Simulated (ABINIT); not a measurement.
A run of ABINIT 10.8.3 (patched build):

run.abi

```
# Pseudopotentials
pp_dirpath "./"
pseudos "Ag.GGA_PBE-JTH.xml"

# Structure
acell 5.4592009917 5.4592009917 5.4592009917
rprim
     0.0000000000     0.7071067812     0.7071067812
     0.7071067812     0.0000000000     0.7071067812
     0.7071067812     0.7071067812     0.0000000000
ntypat 1
znucl 47
natom 1
typat 1
xcart
     0.0000000000     0.0000000000     0.0000000000
chkprim 0
chksymtnons 0
tolsym 1.0e-6

# Plane-wave basis
ecut 462.593566 eV
pawecutdg 34.0
pawxcdev 0

# k points
kptopt 1
ngkpt 11 11 11
nshiftk 1
shiftk 0.0 0.0 0.0

# Exchange and correlation
ixc 11

# Bands and occupations
nband 10
occopt 3
tsmear 0.00183747

# SCF cycle
nstep 100
tolvrs 1.0e-9

# Output
iomode 3
prtwf 0
prtden 0
prteig 0
prtebands 0
enunit 1

# Relaxation
ionmov 2
ntime 60
tolmxf 0.0005
optcell 2
dilatmx 1.08
ecutsm 0.5
```

Potentials or basis: JTH PAW PBE v2.0.

The run is started by

```sh
$ abinit run.abi > log 2>&1
```

Hardware: 1 thread of Intel(R) Xeon(R) Platinum 8259CL CPU @ 2.50GHz (Skylake/Cascade Lake), with other jobs on the host.

**Question.** Estimate the wall time of this run.

**Answer.** Run time: 33 s on 1 thread of Intel(R) Xeon(R) Platinum 8259CL CPU @ 2.50GHz (Skylake/Cascade Lake), on a shared host, peak memory 0.11 GiB. Counts: scf iterations 32, mpi ranks 1, k points 56, bands 10, plane waves 507, ion steps 4.
